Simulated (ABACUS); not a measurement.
Runs of ABACUS 3.10.1 on AlNi. Symmetry: Pm-3m, No. 221, cubic system. Conventional cell: a = 2.881 Å, b = 2.881 Å, c = 2.881 Å, α = 90.00°, β = 90.00°, γ = 90.00°. Around Ni (site symmetry m-3m) lie 8 Al at 2.50 Å. Around Al (site symmetry m-3m) lie 8 Ni at 2.50 Å. 

```tsv
cell	gap on the mesh (eV)	pressure (GPa)	moment (μB)
cell strained by +0.03 along c	none	(b)	0.00
cell strained by -0.06 along c	none	14.3	0.00
as given	none	2.2	0.00
cell strained by -0.03 along c	none	(a)	0.00
cell strained by +0.06 along c	none	-6.4	0.00
```

Alike in all rows: task single point; level PBE; potentials or basis PseudoDojo NC SR 0.4.1 PBE standard, plane waves; spin collinear, ferromagnetic start; k mesh 6 × 6 × 6; cutoff (eV) 1333; smearing fermi-dirac 0.05 eV; the mesh is coarse, so values aren't converged.

Problem. Fill in the values left out.

Solution. (a) 7.7; (b) -2.5.

Caveats: all runs use coarse meshes.

A gap of «none» marks a metal or a gap under the smearing width.
